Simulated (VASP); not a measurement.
# Er (Fm-3m) in VASP: a series of runs

One crystal, Er, is run at these levels: PBE; tasks: single point.

Everything below comes from runs of VASP 6.6.1. Logs are shortened: lines on timing, memory, paths and dates and some standing lists are left out, and cuts for length are marked.

## Step 1: The structure

The structure is cubic, space group Fm-3m (No. 225). Conventional cell: a = 4.960 Å, b = 4.960 Å, c = 4.960 Å, α = 90.00°, β = 90.00°, γ = 90.00°. Er (site symmetry m-3m) is surrounded by 12 Er at 3.51 Å.

This isn't the form of Er at room conditions, which is hcp.

## Step 2: Single point, PBE, collinear spin, ferromagnetic start

INCAR

```
SYSTEM = Er
PREC     = Low            ! precision mode
ENCUT    = 450            ! plane-wave cutoff, eV
EDIFF    = 1E-6           ! SCF threshold, eV
ISMEAR   = 0              ! smearing method
SIGMA    = 0.2            ! smearing width, eV
LREAL    = .False.        ! projectors in reciprocal space
LASPH    = .True.         ! aspherical terms in the spheres
NELM     = 100            ! most SCF steps
ALGO     = Normal         ! electronic algorithm
ISIF     = 2              ! what is computed and relaxed
LWAVE    = .False.        ! write WAVECAR
LCHARG   = .False.        ! write CHGCAR
ISPIN    = 2              ! spin polarisation
MAGMOM   = 3              ! initial moments
LORBIT   = 11             ! projections on sites
LMAXMIX  = 6              ! l up to which the mixer works
GGA      = PE             ! functional
ADDGRID  = .False.
```

KPOINTS

```
Automatic mesh
0
Gamma
  6 6 6
  0 0 0
```

POSCAR

```
Er
1.0
    0.0000000000      2.4798434248      2.4798434248
    2.4798434248      0.0000000000      2.4798434248
    2.4798434248      2.4798434248      0.0000000000
Er
1
Direct
    0.0000000000      0.0000000000      0.0000000000
```

Potentials or basis: VASP PAW PBE potentials, release 64 (Er_3), 4f in core.

Command:

```bash
cat potpaw_PBE.64/Er_3/POTCAR > POTCAR
mpirun -np 1 vasp_std > vasp.out
```

OUTCAR:

```text
SYSTEM = Er
   PREC = Low
   ENCUT = 450
   EDIFF = 1E-6
   ISMEAR = 0
   LREAL = .False.
   LASPH = .True.
   NELM = 100
   ISIF = 2
   ISPIN = 2
   LORBIT = 11
   GGA = PE

 Found     16 irreducible k-points:

 Following reciprocal coordinates:
            Coordinates               Weight
  0.000000  0.000000  0.000000      1.000000
  0.166667  0.000000  0.000000      8.000000
  0.333333  0.000000  0.000000      8.000000
  0.500000  0.000000  0.000000      4.000000
  0.166667  0.166667  0.000000      6.000000
  0.333333  0.166667  0.000000     24.000000
   k-points           NKPTS =     16   k-points in BZ     NKDIM =     16   number of bands    NBANDS=     10
   number of dos      NEDOS =    301   number of ions     NIONS =      1
   total plane-waves  NPLWV =   5832
   dimension x,y,z NGX =    18 NGY =   18 NGZ =   18
   dimension x,y,z NGXF=    18 NGYF=   18 NGZF=   18
   ions per type =               1
   NGX,Y,Z   is equivalent  to a cutoff of   8.53,  8.53,  8.53 a.u.
   NGXF,Y,Z  is equivalent  to a cutoff of   8.53,  8.53,  8.53 a.u.
 SYSTEM =  Er
   PREC   = low       normal or accurate (medium, high low for compatibility)
   ISTART =      0    job   : 0-new  1-cont  2-samecut
   ICHARG =      2    charge: 1-file 2-atom 10-const
   ISPIN  =      2    spin polarized calculation?
   LNONCOLLINEAR =      F non collinear calculations
   LSORBIT =      F    spin-orbit coupling
   LASPH  =      T    aspherical Exc in radial PAW
   ENCUT  =  450.0 eV  33.07 Ry    5.75 a.u.   6.07  6.07  6.07*2*pi/ulx,y,z
   NELM   =    100;   NELMIN=  2; NELMDL= -5     # of ELM steps
   EDIFF  = 0.1E-05   stopping-criterion for ELM
   LREAL  =      F    real-space projection
   EDIFFG = 0.1E-04   stopping-criterion for IOM
   NSW    =      0    number of steps for IOM
   IBRION =     -1    ionic relax: 0-MD 1-quasi-New 2-CG
   NFREE  =      0    steps in history (QN), initial steepest desc. (CG)
   ISIF   =      2    stress and relaxation
   ISYM   =      2    0-nonsym 1-usesym 2-fastsym
   POTIM  = 0.5000    time-step for ionic-motion
   TEBEG  =    0.0;   TEEND  =   0.0 temperature during run
   PSTRESS=    0.0 pullay stress
   NELECT =       9.0000    total number of electrons
   NUPDOWN=      -1.0000    fix difference up-down
   EMIN   =  10.00;   EMAX   =-10.00  energy-range for DOS
   EFERMI =   0.00;   METHOD = LEGACY
   ISMEAR =     0;   SIGMA  =   0.20  broadening in eV -4-tet -1-fermi 0-gaus
   EFERMI_NEDOS =   21; number of points for ismear=-14 and -15
   IALGO  =     38    algorithm
   IMIX   =      4    mixing-type and parameters
     AMIX     =   0.40;   BMIX     =  1.00
     AMIX_MAG =   1.60;   BMIX_MAG =  1.00
  volume/ion in A,a.u.               =      30.50       205.83
  Fermi-wavevector in a.u.,A,eV,Ry     =   1.089904  2.059619 16.162222  1.187890
  Thomas-Fermi vector in A             =   2.226117
   LORBIT       =     11    0 simple, 1 ext, 2 COOP (PROOUT), +10 PAW based schemes
   GGA     = PE    functional components
   LHFCALC =     F    Hartree Fock is set to
   AEXX    =    0.0000 exact exchange contribution
   IVDW    =     0    specifies the selected vdW correction
   LEPSILON=     F    determine dielectric tensor
   LRPA    =     F    only Hartree local field effects (RPA)
 spin polarized calculation
 Gauss-broadening in eV      SIGMA  =   0.20
  energy-cutoff  :      450.00
  volume of cell :       30.50
 maximum number of plane-waves:       680
   NGX = 13   NGY = 13   NGZ = 13

 number of electron       9.0000351 magnetization       0.0007173

 number of electron       9.0000351 magnetization      -0.0001768

 Free energy of the ion-electron system (eV)
  ---------------------------------------------------
  ext. energy  EPLUGINS =         0.00000000
  ---------------------------------------------------
  free energy    TOTEN  =        -4.49700032 eV

  energy without entropy =       -4.46785896  energy(sigma->0) =       -4.48242964

 E-fermi :   3.0912     XC(G=0):  -9.8751

 val. band max:        3.0339674598   @ k =   0.5000   0.3333   0.1667
 cond. band min:       3.1310488737   @ k =   0.5000   0.1667   0.0000
 fundamental gap:      0.0970814139
 Fermi energy:         3.0911975748

 spin component 1

 k-point     1 :       0.0000    0.0000    0.0000
  band No.  band energies     occupation
      1     -21.3047      1.00000
      2     -21.3046      1.00000
      3     -21.3046      1.00000
      4      -2.4834      1.00000
      5       5.0930      0.00000
      6       5.0930      0.00000
      7       5.0930      0.00000
      8       7.4388      0.00000
      9       7.4388      0.00000
     10      12.6440      0.00000
[... 53 lines left out ...]
 k-point     6 :       0.3333    0.1667    0.0000
  band No.  band energies     occupation
      1     -21.6761      1.00000
      2     -21.4085      1.00000
      3     -21.4061      1.00000
      4      -0.0999      1.00000
      5       3.3248      0.04932
      6       4.6993      0.00000
      7       5.9335      0.00000
      8       7.1385      0.00000
      9       8.5148      0.00000
     10      13.5168      0.00000

 [... further k-points ...]

 spin component 2

 k-point     1 :       0.0000    0.0000    0.0000
  band No.  band energies     occupation
      1     -21.3047      1.00000
      2     -21.3046      1.00000
      3     -21.3046      1.00000
      4      -2.4835      1.00000
      5       5.0927      0.00000
      6       5.0927      0.00000
      7       5.0927      0.00000
      8       7.4386      0.00000
      9       7.4386      0.00000
     10      12.6436      0.00000
[... 53 lines left out ...]
 k-point     6 :       0.3333    0.1667    0.0000
  band No.  band energies     occupation
      1     -21.6761      1.00000
      2     -21.4086      1.00000
      3     -21.4062      1.00000
      4      -0.1000      1.00000
      5       3.3245      0.04954
      6       4.6992      0.00000
      7       5.9333      0.00000
      8       7.1383      0.00000
      9       8.5147      0.00000
     10      13.5170      0.00000

 [... further k-points ...]
[... 5 lines left out ...]
  --------------------------------------------------------------------------------------
  -------------------------------------------------------------------------------------
  Total        0.0141479      0.0141479      0.0141479      0.0000000     -0.0000000      0.0000000
  in kB        0.7431899      0.7431899      0.7431899      0.0000000     -0.0000000      0.0000000
  external PRESSURE =       0.7431899 kB  Pullay stress =       0.0000000 kB

 VOLUME and BASIS-vectors are now :
 -----------------------------------------------------------------------------
  energy-cutoff  :      450.00
  volume of cell :       30.50
      direct lattice vectors                 reciprocal lattice vectors
     0.000000000  2.479843425  2.479843425    -0.201625633  0.201625633  0.201625633
     2.479843425  0.000000000  2.479843425     0.201625633 -0.201625633  0.201625633
     2.479843425  2.479843425  0.000000000     0.201625633  0.201625633 -0.201625633

 POSITION                                       TOTAL-FORCE (eV/Angst)
 -----------------------------------------------------------------------------------
      0.00000      0.00000      0.00000         0.000000     -0.000000     -0.000000
 -----------------------------------------------------------------------------------
    total drift:                               -0.000000     -0.000000     -0.000000

  FREE ENERGIE OF THE ION-ELECTRON SYSTEM (eV)
  ---------------------------------------------------
  free  energy   TOTEN  =        -4.4970003173 eV

  energy  without entropy=       -4.4678589565  energy(sigma->0) =       -4.48242964

 total charge

# of ion       s       p       d       tot
------------------------------------------
    1        0.516   6.503   1.101   8.121

 magnetization (x)

# of ion       s       p       d       tot
------------------------------------------
    1       -0.000  -0.000  -0.000  -0.000
```

OSZICAR:

```text
N       E                     dE             d eps       ncg     rms          rms(c)
DAV:   1     0.109036719965E+02    0.10904E+02   -0.44713E+03   918   0.803E+02
DAV:   2    -0.289056021554E+01   -0.13794E+02   -0.13043E+02   902   0.241E+02
DAV:   3    -0.355569719627E+01   -0.66514E+00   -0.61580E+00  1002   0.555E+01
DAV:   4    -0.356322307332E+01   -0.75259E-02   -0.74917E-02  1088   0.285E+00
DAV:   5    -0.356324008032E+01   -0.17007E-04   -0.17003E-04   960   0.948E-02    0.212E+01
DAV:   6    -0.439916236759E+01   -0.83592E+00   -0.27117E-01  1018   0.481E+00    0.136E+01
DAV:   7    -0.447860460853E+01   -0.79442E-01   -0.51714E-02  1010   0.232E+00    0.658E+00
DAV:   8    -0.448982264364E+01   -0.11218E-01   -0.73832E-02   994   0.230E+00    0.148E+00
DAV:   9    -0.449610228742E+01   -0.62796E-02   -0.41898E-03  1008   0.767E-01    0.343E-01
DAV:  10    -0.449681754286E+01   -0.71526E-03   -0.13034E-03  1014   0.218E-01    0.332E-01
DAV:  11    -0.449699495320E+01   -0.17741E-03   -0.27992E-04   996   0.116E-01    0.502E-02
DAV:  12    -0.449699634254E+01   -0.13893E-05   -0.99219E-06  1052   0.281E-02    0.335E-02
DAV:  13    -0.449700023472E+01   -0.38922E-05   -0.86932E-06   962   0.167E-02    0.157E-02
DAV:  14    -0.449700031726E+01   -0.82539E-07   -0.43759E-07   444   0.744E-03
   1 F= -.44970003E+01 E0= -.44824296E+01  d E =-.291414E-01  mag=    -0.0000
```

stdout:

```text
POSCAR found type information on POSCAR Er
 POSCAR found :  1 types and       1 ions
 scaLAPACK will be used
 LDA part: xc-table for (Slater+PW92), standard interpolation
 POSCAR, INCAR and KPOINTS ok, starting setup
 FFT: planning ... GRIDC
 FFT: planning ... GRID_SOFT
 FFT: planning ... GRID
 WAVECAR not read
 entering main loop
```

Run time: 6 s. Hardware: 1 thread of Intel Xeon 6975P-C (Granite Rapids), shared host; peak memory 0.11 GiB.

These settings aren't checked as converged: the numbers below hold their error.

What came out:

* Free energy: -4.4970 eV
* Pressure: 0.1 GPa
* Band gap on the k mesh: none (metal or under the smearing width)
* Net moment: 0.00 μB per cell
* Valence electrons inside the program's atomic spheres: Er 8.12

Caveat: the k mesh is coarse (spacing up to 0.37 Å⁻¹), so the values aren't converged; the magnetic or orbital state may not be the lowest; spin-orbit coupling is left out, which moves the levels of the heavy elements; the 4f electrons are frozen in the core as for a trivalent ion, so they carry no moment and show no levels.

## Step 3: Single point, PBE, collinear spin, ferromagnetic start

INCAR is that of step 2.

KPOINTS is that of step 2.

POSCAR

```
Er
1.0
   -0.0089250000      2.4571370000      2.4791170000
    2.4542050000     -0.0023290000      2.4725200000
    2.4870360000      2.4833720000     -0.0351600000
Er
1
Direct
   -0.0043710000     -0.0077920000     -0.0181410000
```

Potentials or basis: VASP PAW PBE potentials, release 64 (Er_3), 4f in core.

Command:

```bash
cat potpaw_PBE.64/Er_3/POTCAR > POTCAR
mpirun -np 1 vasp_std > vasp.out
```

It took 15 s on 1 thread of Intel Xeon 6975P-C (Granite Rapids), shared host; peak memory 0.14 GiB.

The run converged, but some of its settings lie outside the range that counts as converged, so its numbers aren't taken as properties of the crystal.

Results:

| Quantity | Value |
| --- | --- |
| Free energy | -4.4950 eV |
| Pressure | 0.1 GPa |
| Band gap on the k mesh | none (metal or under the smearing width) |
| Net moment | 0.00 μB per cell |
| Valence electrons inside the program's atomic spheres | Er 8.12 |

Caveat: the k mesh is coarse (spacing up to 0.37 Å⁻¹), so the values aren't converged; the magnetic or orbital state may not be the lowest; spin-orbit coupling is left out, which moves the levels of the heavy elements; the 4f electrons are frozen in the core as for a trivalent ion, so they carry no moment and show no levels.

## Step 4: Single point, PBE, collinear spin, ferromagnetic start

INCAR, as its differences from that of step 3:

```diff
@@ -1,3 +1,3 @@
 SYSTEM = Er
-PREC     = Low            ! precision mode
+PREC     = Normal         ! precision mode
 ENCUT    = 450            ! plane-wave cutoff, eV
```

KPOINTS is that of step 3.

POSCAR

```
Er
1.0
    0.0000000000      2.4798434248      2.4798434248
    2.4798434248      0.0000000000      2.4798434248
    2.4798434248      2.4798434248      0.0000000000
Er
1
Direct
    0.0000000000      0.0000000000      0.0000000000
```

Command:

```bash
cat potpaw_PBE.64/Er_3/POTCAR > POTCAR
mpirun -np 1 vasp_std > vasp.out
```

It took 5.6 s on 1 thread of Intel Xeon 6975P-C (Granite Rapids), shared host; peak memory 0.11 GiB.

These settings aren't checked as converged: the numbers below hold their error.

What came out:

* Free energy: -4.4964 eV
* Pressure: 0.1 GPa
* Band gap on the k mesh: none (metal or under the smearing width)
* Net moment: 0.00 μB per cell
* Valence electrons inside the program's atomic spheres: Er 8.12

Caveat: the k mesh is coarse (spacing up to 0.37 Å⁻¹), so the values aren't converged; the magnetic or orbital state may not be the lowest; spin-orbit coupling is left out, which moves the levels of the heavy elements; the 4f electrons are frozen in the core as for a trivalent ion, so they carry no moment and show no levels.

## Step 5: For comparison

An earlier run on the cell as given: functional PBE; potentials or basis VASP PAW PBE potentials, release 64 (Er); cutoff 520 eV; k mesh 9 × 9 × 9; occupations fermi-dirac, width 0.05 eV; collinear spin, ferromagnetic start; starting moments [3.0] μB.

* Pressure: 2.8 GPa
* Band gap on the k mesh: none (metal or under the smearing width)
* Net moment: 2.42 μB per cell
* Site moments: Er +2.43 μB
* Valence electrons inside the program's atomic spheres: Er 19.66
